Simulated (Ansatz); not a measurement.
# Zn (Fm-3m) in Ansatz: settings compared

Aim: see how the results for Zn move with the level of theory and the settings. Levels: BLYP, PBE. Tasks: relaxation of cell and atoms, single point.

Program: Ansatz 0.2.0. These are calculated values, not measurements. Logs are shortened: lines on timing, memory, paths and dates and some standing lists are left out, and cuts for length are marked.

### 1 Starting point

Symmetry: Fm-3m, No. 225, cubic system. Conventional cell: a = 3.930 Å, b = 3.930 Å, c = 3.930 Å, α = 90.00°, β = 90.00°, γ = 90.00°. Around Zn (site symmetry m-3m) lie 12 Zn at 2.78 Å.

This isn't the form of Zn at room conditions, which is hcp.

### 2 Relaxation of cell and atoms, BLYP

File input.yaml:

```yaml
crystal:
  lattice:
    - [0.0, 1.964776, 1.964776]
    - [1.964776, 0.0, 1.964776]
    - [1.964776, 1.964776, 0.0]
  atoms:
    - { symbol: Zn, position: [0.0, 0.0, 0.0] }
hamiltonian:
  xc: blyp
  pseudopotentials: { kind: paw }
kpoints:
  mp_grid: { grid: [12, 12, 12] }
scf:
  occupations: { method: fermi_dirac, width: 0.05 }
output:
  forces: true
  stress: true
  eigenvalues: true
relax:
  f_tol: 0.01
  max_steps: 40
  cell: { stress_tol: 0.05 }
```

Potentials or basis: Ansatz PAW.

Run with:

```bash
ansatz run input.yaml --threads 2 --pin off --max-ram 5632MiB --backend cpu --events-out ev --progress --plain --runs-dir out
```

Standard output:

```text
Warning: RAYON_NUM_THREADS=2 ignored (pool sized by the plan → 2); use --threads N
Engine: ansatz 0.2.0, aarch64-unknown-linux-gnu
Pseudopotentials: kind: paw
Pseudopotential: Zn, paw, valence charge 12, recommended cutoff 420 eV (normal), Zn.paw.azcp
Functional definition: BLYP
  parameter beta = 0.0042
  parameter a = 0.04918
  parameter b = 0.132
  parameter c = 0.2533
  parameter d = 0.349
  exchange = b88_x(beta = beta)
  correlation = lyp_c(a = a, b = b, c = c, d = d)
Crystal: 1 atoms, lattice volume = 15.169 Å³
Basis set: ecut = 420 eV, 307 PW (Γ), exchange–correlation on 40×40×40 points (8 copies of the dense FFT grid, shifted against one another)
Bands: 10, of which v1, the nominal top of the filled ones, is band 6 counted from 1 (5 counted from 0)
Symmetry: 48 space group operations
Space group: Fm-3m (ITA 225), of the structure as read, at distance tolerance 2.5e-5 Å
k-points: 72 of 1728
Non-local potential: Zn, projectors of the file, l = 0: 2, l = 1: 2, l = 2: 3, l = 3: 1
PAW form: soft (Blöchl's): semilocal exchange-correlation on the pseudo side does not see the compensation charge
PAW frozen core: Zn, regenerated for the run's functional, and the local potential with it (the file was generated under x = pbe(κ = 0.804, μ = 0.2195149727645171), c = pbe(β = 0.06672455060314922))
PAW one-centre angular grid: Zn, 590 points (default); XC on 64 Gauss nodes
Initial density: superposition of atomic densities (neutral atoms: chi_scale 0, normalization atom), corrected by the library's trained network
Initial wavefunctions: pseudopotential atomic-orbital guess
Functional: x = b88, c = lyp
SCF iter   1: F=—  HF=-3328.365073 eV  |F-HF|=—  |Δ(HF+E_count)|=         —  Δρ=6.62e-3  dr2=6.61e-3  ethr=1.77e-3  ⟨swp⟩=4.9  Hψ=4667  notcnv=0
preconditioner: auto → none  [metal: Δε(μ)=0.123 eV  Ē_g=17.259 eV  σ=0.050 eV  W_gap=0.45  n_scr=0 (ndim 8)  ℏωp=33.0 eV  f_vac=0.000  D(μ)=0.42/eV (n_scr^D=0)]
SCF iter   2: F=—  HF=-3328.365038 eV  |F-HF|=—  |Δ(HF+E_count)|=   3.54e-5  Δρ=4.74e-3  dr2=1.26e-3  ethr=5.51e-5  ⟨swp⟩=2.2  Hψ=1642  notcnv=0
SCF iter   3: F=—  HF=-3328.365016 eV  |F-HF|=—  |Δ(HF+E_count)|=   2.16e-5  Δρ=1.82e-3  dr2=5.21e-4  ethr=1.05e-5  ⟨swp⟩=2.0  Hψ=1397  notcnv=0
SCF iter   4: F=—  HF=-3328.364933 eV  |F-HF|=—  |Δ(HF+E_count)|=   8.32e-5  Δρ=3.19e-4  dr2=5.86e-6  ethr=4.34e-6  ⟨swp⟩=2.0  Hψ=1052  notcnv=0
SCF iter   5: F=—  HF=-3328.364940 eV  |F-HF|=—  |Δ(HF+E_count)|=   7.53e-6  Δρ=1.54e-4  dr2=2.06e-6  ethr=4.89e-8  ⟨swp⟩=2.0  Hψ=1152  notcnv=0
SCF iter   6: F=-3328.364940 eV  HF=-3328.364940 eV  |F-HF|=7.24e-10  |Δ(HF+E_count)|=   8.01e-7  Δρ=4.67e-6  dr2=1.72e-9  ethr=8.33e-10  ⟨swp⟩=3.4  Hψ=2992  notcnv=0
SCF 1 converged in 6 iterations: F = -3328.364940 eV  dr2 = 1.72e-9
relax step   1: F+E_penalty+E_count = -3328.36493954 eV  Δ(F+E_penalty+E_count) = +0.000e0 eV  max|allowed force component| = 0.000e0 eV/Å  Δτ_max = 0.0000 Å  P = +6.033 GPa  Ω = 15.169 Å³  (6 SCF iters, dr2 threshold 1.00e-7 eV, accepted)
Crystal: 1 atoms, lattice volume = 16.110 Å³
Basis set: ecut = 420 eV, 331 PW (Γ), exchange–correlation on 40×40×40 points (8 copies of the dense FFT grid, shifted against one another)
Initial density: handed on by an earlier stage of this run
Initial wavefunctions: those handed on with the density
iter 1 solved again at ethr=2.70e-5 eV; its pass at ethr=3.10e-3 eV (dr2=3.24e-3 eV) is discarded
SCF iter   1: F=—  HF=-3328.389111 eV  |F-HF|=—  |Δ(HF+E_count)|=         —  Δρ=5.34e-3  dr2=3.49e-3  ethr=2.70e-5  ⟨swp⟩=1.7  Hψ=7297  notcnv=0
preconditioner: auto → none  [metal: Δε(μ)=0.063 eV  Ē_g=16.731 eV  σ=0.050 eV  W_gap=0.30  n_scr=0 (ndim 8)  ℏωp=32.0 eV  f_vac=0.000  D(μ)=0.54/eV (n_scr^D=0)]
SCF iter   2: F=—  HF=-3328.388282 eV  |F-HF|=—  |Δ(HF+E_count)|=   8.29e-4  Δρ=2.45e-3  dr2=3.67e-4  ethr=2.70e-5  ⟨swp⟩=2.0  Hψ=1420  notcnv=0
SCF iter   3: F=—  HF=-3328.387922 eV  |F-HF|=—  |Δ(HF+E_count)|=   3.61e-4  Δρ=6.71e-4  dr2=7.46e-5  ethr=3.05e-6  ⟨swp⟩=2.0  Hψ=1200  notcnv=0
[... 31 lines left out ...]
SCF iter   6: F=—  HF=-3328.393819 eV  |F-HF|=—  |Δ(HF+E_count)|=   6.43e-8  Δρ=1.40e-6  dr2=1.17e-10  ethr=3.18e-11  ⟨swp⟩=2.0  Hψ=1145  notcnv=0
SCF iter   7: F=-3328.393819 eV  HF=-3328.393819 eV  |F-HF|=8.64e-12  |Δ(HF+E_count)|=   1.74e-9  Δρ=1.37e-7  dr2=1.27e-12  ethr=1.00e-12  ⟨swp⟩=3.8  Hψ=3266  notcnv=0
SCF 5 converged in 7 iterations: F = -3328.393819 eV  dr2 = 1.27e-12
relax step   5: F+E_penalty+E_count = -3328.39381904 eV  Δ(F+E_penalty+E_count) = -1.269e-3 eV  max|allowed force component| = 0.000e0 eV/Å  Δτ_max = 0.0000 Å  P = +0.065 GPa  Ω = 16.877 Å³  stress off target by 6.47e-2 GPa  SCF on the basis re-selected at this cell (its energy is not comparable with the rows above)  (7 SCF iters)
basis re-selected at this cell: Δ(F+E_penalty+E_count) = -1.269e-3 eV, ΔP = +0.072 GPa vs the last step (what re-selecting the basis moved, of the pressure what is left beyond the Pulay correction that the steps carried, after the strain that the cell walked since its last selection, with what the two solves' SCF thresholds leave and, on support functions, any second-order correction that the steps lacked; it is no measure of the basis error at this ecutwfc). This SCF's stress stands 6.47e-2 GPa from its target on what of the cell is left free (relax.cell.stress_tol is 5.00e-2 GPa) and its largest allowed force component is 0.00e0 eV/Å (relax.f_tol is 1.00e-2 eV/Å): not within both, so this SCF does not close the relaxation
Crystal: 1 atoms, lattice volume = 16.902 Å³
iter 1 solved again at ethr=8.79e-9 eV; its pass at ethr=3.10e-3 eV (dr2=1.05e-6 eV) is discarded
SCF iter   1: F=—  HF=-3328.393811 eV  |F-HF|=—  |Δ(HF+E_count)|=         —  Δρ=1.11e-4  dr2=1.64e-6  ethr=8.79e-9  ⟨swp⟩=2.1  Hψ=6381  notcnv=0
preconditioner: auto → none  [insulator: Δε(μ)=0.141 eV  Ē_g=16.263 eV  σ=0.050 eV  W_gap=0.54  n_scr=0 (ndim 8)  ℏωp=31.3 eV  f_vac=0.000  D(μ)=0.52/eV (n_scr^D=0)  ε∞_Penn≈4.7]
SCF iter   2: F=—  HF=-3328.393813 eV  |F-HF|=—  |Δ(HF+E_count)|=   1.69e-6  Δρ=5.41e-5  dr2=1.87e-7  ethr=8.79e-9  ⟨swp⟩=2.0  Hψ=1151  notcnv=0
SCF iter   3: F=—  HF=-3328.393813 eV  |F-HF|=—  |Δ(HF+E_count)|=   1.71e-7  Δρ=1.41e-5  dr2=3.58e-8  ethr=1.56e-9  ⟨swp⟩=2.0  Hψ=1143  notcnv=0
SCF iter   4: F=-3328.393813 eV  HF=-3328.393813 eV  |F-HF|=5.85e-10  |Δ(HF+E_count)|=   1.13e-8  Δρ=3.22e-6  dr2=8.09e-10  ethr=8.73e-11  ⟨swp⟩=4.1  Hψ=2319  notcnv=0
SCF 6 converged in 4 iterations: F = -3328.393813 eV  dr2 = 8.09e-10
relax step   6: F+E_penalty+E_count = -3328.39381273 eV  Δ(F+E_penalty+E_count) = +6.314e-6 eV  max|allowed force component| = 0.000e0 eV/Å  Δτ_max = 0.0000 Å  P = +0.003 GPa  Ω = 16.902 Å³  energy of the carried Pulay correction = -1.166e-5 eV  (4 SCF iters, dr2 threshold 1.05e-8 eV, accepted)
iter 1 solved again at ethr=2.67e-6 eV; its pass at ethr=3.10e-3 eV (dr2=3.20e-4 eV) is discarded
SCF iter   1: F=—  HF=-3328.393823 eV  |F-HF|=—  |Δ(HF+E_count)|=         —  Δρ=3.11e-6  dr2=6.07e-10  ethr=2.67e-6  ⟨swp⟩=2.1  Hψ=6264  notcnv=0
eigensolver tolerance schedule: the retry pair's looser diagonalisation over-reported the residual by 526743.05 of it (diagonalisation noise at an unbounded share of the residual, at the tolerance the schedule requests for it); recorded, not acted on — ethr = c·dr2/N_el stays at c = 1.0e-1
preconditioner: auto → none  [insulator: Δε(μ)=0.141 eV  Ē_g=16.262 eV  σ=0.050 eV  W_gap=0.54  n_scr=0 (ndim 8)  ℏωp=31.3 eV  f_vac=0.000  D(μ)=0.52/eV (n_scr^D=0)  ε∞_Penn≈4.7]
SCF iter   2: F=—  HF=-3328.393824 eV  |F-HF|=—  |Δ(HF+E_count)|=   7.53e-7  Δρ=1.97e-6  dr2=6.53e-10  ethr=5.06e-12  ⟨swp⟩=3.3  Hψ=1583  notcnv=0
SCF iter   3: F=—  HF=-3328.393824 eV  |F-HF|=—  |Δ(HF+E_count)|=  1.54e-10  Δρ=1.44e-6  dr2=1.19e-10  ethr=5.06e-12  ⟨swp⟩=2.0  Hψ=1139  notcnv=0
SCF iter   4: F=—  HF=-3328.393824 eV  |F-HF|=—  |Δ(HF+E_count)|=  7.78e-11  Δρ=5.81e-7  dr2=4.45e-11  ethr=1.00e-12  ⟨swp⟩=2.0  Hψ=1153  notcnv=0
SCF iter   5: F=—  HF=-3328.393824 eV  |F-HF|=—  |Δ(HF+E_count)|=  7.73e-12  Δρ=4.98e-7  dr2=3.14e-11  ethr=1.00e-12  ⟨swp⟩=1.0  Hψ=720  notcnv=0
SCF iter   6: F=-3328.393824 eV  HF=-3328.393824 eV  |F-HF|=2.27e-12  |Δ(HF+E_count)|=  1.00e-11  Δρ=1.97e-7  dr2=5.09e-12  ethr=1.00e-12  ⟨swp⟩=3.8  Hψ=2831  notcnv=0
SCF 7 converged in 6 iterations: F = -3328.393824 eV  dr2 = 5.09e-12
relax step   7: F+E_penalty+E_count = -3328.39382387 eV  Δ(F+E_penalty+E_count) = -1.114e-5 eV  max|allowed force component| = 0.000e0 eV/Å  Δτ_max = 0.0000 Å  P = +0.003 GPa  Ω = 16.902 Å³  stress off target by 2.95e-3 GPa  SCF on the basis re-selected at this cell (its energy is not comparable with the rows above)  (6 SCF iters)
basis re-selected at this cell: Δ(F+E_penalty+E_count) = -1.114e-5 eV, ΔP = -0.000 GPa vs the last step (what re-selecting the basis moved, of the pressure what is left beyond the Pulay correction that the steps carried, after the strain that the cell walked since its last selection, with what the two solves' SCF thresholds leave and, on support functions, any second-order correction that the steps lacked; it is no measure of the basis error at this ecutwfc). This SCF's stress stands 2.95e-3 GPa from its target on what of the cell is left free (relax.cell.stress_tol is 5.00e-2 GPa) and its largest allowed force component is 0.00e0 eV/Å (relax.f_tol is 1.00e-2 eV/Å): within both
SCF converged after 6 iterations
Free energy (F): -3328.393824 eV
Harris-Foulkes:  -3328.393824 eV  (|F-HF|=2.27e-12)
Internal energy: -3328.389734 eV  (E = F + TS)
E sigma→0 (E₀):  -3328.391779 eV
Entropy (-TS):   -0.004090 eV (-4.090 meV/atom)
Fermi energy:    9.847665 eV
--- Per-component energies (eV) ---
  E_band       = 37.959655
  E_kinetic    = 130.857560
  E_local      = -1598.284577  (includes V_loc(G=0)·N_el)
  E_nonlocal   = 608.482116
  E_hartree    = 669.669422
  E_xc         = -135.875625
  E_vxc        = -50.542454  (∫ρ·V_xc dr)
  E_paw        = -1836.342124  (= ΣΔE_a)
  E_vpaw       = -391.891548  (= ΣTr[D̂ρ^β])
  E_aug_tail   = -0.000399  (compensation charges beyond the density's cutoff)
  E_ewald      = -1166.830485
  E_core_change = -0.065622  (= ΣΔE_core)
  E_smearing   = -0.004090  (= −TS)
  E_closure    = 0.000000  (closes the sum)
  Σ components = -3328.393824   (vs F -3328.393824, Δ=0.00e0)
--- Forces (eV/Å), atoms counted from 1 ---
  atom   1  Zn    -0.00000000    -0.00000000    -0.00000000
  max |Σ_I F_I| component: 8.22e-33 eV/Å
--- Stress (GPa, compression-positive) ---
        0.002948      -0.000000       0.000000
       -0.000000       0.002948       0.000000
        0.000000       0.000000       0.002948
  P = ⅓ Tr σ = 0.0029 GPa (0.029 kbar)
--- Band table (eV; the first three rows and the last of 72) ---
  k-point 0: bands = ["0.4416", "2.4317", "2.4317", "2.4317", "2.7381", "2.7381", "26.4449", "26.4449", "26.4449", "28.1160"]
  k-point 1: bands = ["0.6348", "2.4206", "2.4508", "2.4508", "2.7335", "2.7335", "23.9257", "25.9700", "25.9700", "27.6351"]
  k-point 2: bands = ["1.1813", "2.4261", "2.4886", "2.4886", "2.7359", "2.7359", "20.2334", "25.1676", "25.1676", "27.4546"]
  k-point 71: bands = ["2.1993", "2.3801", "2.3801", "2.7647", "3.0340", "12.1411", "12.1789", "12.1789", "14.0245", "29.8767"]
--- Relaxed structure (5 steps of the walk, 5 accepted, 2 SCFs on fresh bases) ---
  F+E_penalty+E_count = -3328.39382387 eV   max|allowed force component| = 0.000e0 eV/Å   (the final SCF, on the basis selected at the relaxed cell)
  cell:  # Å, volume = 16.9024 Å³
    - [1.0445512664477256e-33, 2.0369145432817497, 2.0369145432817497]
    - [2.03691454328175, 5.0953720358542944e-34, 2.0369145432817497]
    - [2.03691454328175, 2.0369145432817497, 1.7833802115134574e-34]
  atoms:
    - { symbol: Zn, position: [0.0, 0.0, 0.0] }
```

It took 4 s on 2 threads of Arm Neoverse V1, shared host; peak memory 0.28 GiB.

What came out:

- Free energy: -3328.3938 eV
- Relaxed volume: 16.90 Å³/atom
- Relaxed cell: a = 2.881 Å, b = 2.881 Å, c = 2.881 Å, α = 60.00°, β = 60.00°, γ = 60.00°
- Space group after relaxing (to 0.05 Å): Fm-3m (No. 225)
- Energy gained by relaxing: 28.9 meV/atom
- Ionic steps: 7
- Pressure after relaxing: 0.0 GPa
- Band gap on the k mesh: none (metal or under the smearing width)

Step by step:
```csv
step,energy change (eV),largest force (eV/Å),volume (Å³)
1,0.0000,0.0000,15.17
2,-0.0230,0.0000,16.11
3,-0.0275,0.0000,16.71
4,-0.0276,0.0000,16.88
5,-0.0289,0.0000,16.88
6,-0.0289,0.0000,16.90
7,-0.0289,0.0000,16.90
```

Final structure:
```
Zn
1.0
     0.00000    2.03691    2.03691
     2.03691    0.00000    2.03691
     2.03691    2.03691    0.00000
Zn
1
Cartesian
  0.0000 0.0000 0.0000
```

Caveat: the plane-wave basis is chosen anew once the cell has moved, so the energies of steps on either side of that aren't comparable; the PAW data sets come from PBE, with cores solved anew for the run's functional, which leaves a small shift of forces and pressure.

### 3 Single point, PBE

File input.yaml:

```yaml
crystal:
  lattice:
    - [0.0, 1.964776, 1.964776]
    - [1.964776, 0.0, 1.964776]
    - [1.964776, 1.964776, 0.0]
  atoms:
    - { symbol: Zn, position: [0.0, 0.0, 0.0] }
hamiltonian:
  xc: pbe
  pseudopotentials: { kind: paw }
kpoints:
  mp_grid: { grid: [12, 12, 12] }
scf:
  occupations: { method: gaussian, width: 0.012 }
output:
  forces: true
  stress: true
  eigenvalues: true
```

Potentials or basis: Ansatz PAW.

Run with:

```bash
ansatz run input.yaml --threads 2 --pin off --max-ram 5632MiB --backend cpu --events-out ev --progress --plain --runs-dir out
```

Run time: 0.56 s. Hardware: 2 threads of Arm Neoverse V1, shared host; peak memory 0.26 GiB.

Results (log left out):

```
Free energy            : -3318.9972 eV
Pressure               : -0.1 GPa
Band gap on the k mesh : none (metal or under the smearing width)
```

Levels at points of the mesh, in eV from the Fermi level:
```
             k point  band 2  band 3  band 4  band 5  band 6  band 7  band 8  band 9  band 10
  (0.00, 0.00, 0.00)   -7.58   -7.58   -7.58   -7.20   -7.20   18.21   18.21   18.21    18.54
 (0.00, 0.00, -0.50)   -7.58   -7.58   -6.91   -6.91   -2.89   -1.36   15.20   15.20    17.18
(0.00, -0.50, -0.50)   -8.19   -6.93   -6.84   -6.84   -0.99    1.75    8.40    8.40    12.02
```

### 4 Single point, PBE

input.yaml: that of step 3 with these lines changed.

```diff
@@ -13,3 +13,3 @@
 scf:
-  occupations: { method: gaussian, width: 0.012 }
+  occupations: { method: gaussian, width: 0.013 }
 output:
```

Run with:

```bash
ansatz run input.yaml --threads 2 --pin off --max-ram 5632MiB --backend cpu --events-out ev --progress --plain --runs-dir out
```

It took 0.56 s on 2 threads of Arm Neoverse V1, shared host; peak memory 0.26 GiB.

It converged, with:

```
Free energy            : -3318.9972 eV
Pressure               : -0.1 GPa
Band gap on the k mesh : none (metal or under the smearing width)
```

Levels at points of the mesh, in eV from the Fermi level:
```csv
k point,band 2,band 3,band 4,band 5,band 6,band 7,band 8,band 9,band 10
"(0.00, 0.00, 0.00)",-7.58,-7.58,-7.58,-7.20,-7.20,18.21,18.21,18.21,18.54
"(0.00, 0.00, -0.50)",-7.58,-7.58,-6.91,-6.91,-2.89,-1.36,15.20,15.20,17.18
"(0.00, -0.50, -0.50)",-8.19,-6.93,-6.84,-6.84,-0.99,1.75,8.40,8.40,12.02
```

### 5 The runs side by side

| task | level | cell | smearing | gap on the mesh (eV) | pressure (GPa) |
| --- | --- | --- | --- | --- | --- |
| relaxation of cell and atoms | BLYP | relaxed | fermi-dirac 0.05 eV | none | 0.0 |
| single point | PBE | as given | gaussian 0.012 eV | none | -0.1 |
| single point | PBE | as given | gaussian 0.013 eV | none | -0.1 |

Alike in all rows: potentials or basis Ansatz PAW; no spin polarisation; k mesh 12 × 12 × 12; cutoff (eV) 420.

Caveats: the plane-wave basis is chosen anew once the cell has moved, so the energies of steps on either side of that aren't comparable (some runs); the PAW data sets come from PBE, with cores solved anew for the run's functional, which leaves a small shift of forces and pressure (some runs).

Absolute energies hang on the potentials; compare differences alone.
